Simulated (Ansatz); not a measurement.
# NaI: from Born charge to LO–TO splitting and polaron coupling

Computed with Ansatz, DFT PBEsol, scalar-relativistic, plane waves, PAW. Settings: 420 eV plane-wave cutoff, Γ-centred 6×6×6 mesh, fixed occupations. No spin polarisation. Phonons by linear response, acoustic sum rule imposed.

Relaxed structure:
```
Na I
1.0
     0.00000    3.20172    3.20172
     3.20172    0.00000    3.20172
     3.20172    3.20172    0.00000
Na I
1 1
Cartesian
  0.0000 0.0000 0.0000
  3.2017 3.2017 3.2017
```

Spin–orbit coupling is left out, which matters for heavy elements.

Linear response gives ν_TO = 118.2 cm⁻¹, Born charges ±1.185 e (positive on Na) and ε∞ = 3.477. The primitive cell holds 65.642 Å³, and the masses are 22.990 and 126.904 amu.

**Question.** Find ν_LO and the static dielectric constant.

**Answer.** The long-wave field adds a restoring force: ω_LO² − ω_TO² = Z*²e²/(ε_vac ε∞ μV). In these units ν_LO² − ν_TO² = 4.92064×10⁷ Z*²/(μ V ε∞) cm⁻², with μ = m₁m₂/(m₁ + m₂) = 19.464 amu: 15547 cm⁻². So ν_LO = √(118.2² + 15547) = 171.8 cm⁻¹, and the run gives 171.8. Lyddane–Sachs–Teller then gives ε0 = ε∞ (ν_LO/ν_TO)² = 7.35, against 7.35 in the run (it forms both from the same three quantities, so the match checks the arithmetic only). Between ν_TO and ν_LO the dielectric function is negative and an undamped crystal reflects fully: a reststrahlen band from 58.2 to 84.6 μm.

**Question.** What do the Clausius–Mossotti polarisability and the Szigeti charge come to?

**Answer.** With the Lorentz local field, α = (3V/4π)(ε∞ − 1)/(ε∞ + 2) = 7.09 Å³ for the pair, and e_S = 3Z*/(ε∞ + 2) = 0.65 e. The Born charge includes the electrons' response to the dipole's own local field, and e_S takes that enhancement out. The Lorentz field assumes point-like polarisable ions, a fair picture at this small ε∞.

**Question.** How strongly does a slow electron couple to the LO mode?

**Answer.** For one isotropic parabolic band, Fröhlich's constant is α_F = (1/ε∞ − 1/ε0) √(m* Ry/ħω_LO), with Ry = 13.606 eV, ħω_LO = 21.3 meV and m* in free-electron masses: α_F = 0.1515 × 25.28 × √m* = 3.83 √m*. The band mass isn't part of this run; for m* = 0.1, 0.3 and 1 it gives 1.21, 2.10, 3.83. In weak coupling the polaron lies α_F ħω_LO below the band edge (45 meV at m* = 0.3) with a mass m*(1 + α_F/6); past α_F of about 5 or 6 that expansion fails. A semilocal functional's ε∞ tends to be too large, which taken alone lowers α_F.

Cost: 1 run of about 0.63 core-minutes, on Arm Neoverse V1 (shared hosts).